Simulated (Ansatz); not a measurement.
# SnS2 (Berndtite-2T): the cost of one run

Program: Ansatz 0.2.0. Level of theory: DFT PBE+D3(BJ), scalar-relativistic, plane waves, PAW. These are calculated values, not measurements.

1 further run of the same task is left out (set aside as unsound or not needed).

**1. Starting point**

The structure is trigonal, space group P-3m1 (No. 164). Conventional cell: a = 3.669 Å, b = 3.669 Å, c = 5.810 Å, α = 90.00°, β = 90.00°, γ = 120.00°. Around Sn (site symmetry -3m) lie 6 S at 2.58 Å. S (site symmetry 3m) has 3 Sn at 2.58 Å as nearest neighbours.

Structure file:

```cif
data_structure
_symmetry_space_group_name_H-M 'P-3m1'
_symmetry_Int_Tables_number 164
_cell_length_a 3.6686
_cell_length_b 3.6686
_cell_length_c 5.8096
_cell_angle_alpha 90.000
_cell_angle_beta 90.000
_cell_angle_gamma 120.000
_cell_volume 67.72
loop_
_atom_site_label
_atom_site_type_symbol
_atom_site_symmetry_multiplicity
_atom_site_Wyckoff_symbol
_atom_site_fract_x
_atom_site_fract_y
_atom_site_fract_z
_atom_site_occupancy
Sn1 Sn 1 a 0.00000 0.00000 0.00000 1
S1 S 2 d 0.33333 0.66667 0.25447 1
```

This cell was relaxed beforehand with the same method: volume 22.57 Å³/atom, gap on the mesh 1.24 eV.

**2. The bulk's band edges**

Contents of input.yaml:

```yaml
crystal:
  lattice:
    - [3.6686266293, 0.0, 0.0]
    - [-1.8343133147, 3.177123858, 0.0]
    - [0.0, 0.0, 5.8096313679]
  atoms:
    - { symbol: Sn, position: [0.0, 0.0, 0.0] }
    - { symbol: S, position: [0.3333333333, 0.6666666667, 0.2544694029] }
    - { symbol: S, position: [0.6666666667, 0.3333333333, 0.7455305971] }
basis:
  ecutwfc: 420
kpoints:
  mp_grid: { grid: [9, 9, 6] }
  band_path: { path: [VBM, CBM], npoints: 2 }
hamiltonian:
  xc: pbe
  dispersion: d3bj
scf:
  occupations: { method: gaussian, width: 0.02 }
output:
  forces: true
  stress: true
  eigenvalues: true
```

Launch:

```sh
ansatz run input.yaml --threads 1 --pin off --max-ram 2560MiB --backend cpu --events-out ev --progress --plain --runs-dir out
```

Q: Estimate wall time and peak memory on 1 thread of AMD EPYC 7R43 (Zen 3), shared host.

About 11 s, with a peak of 0.41 GiB.
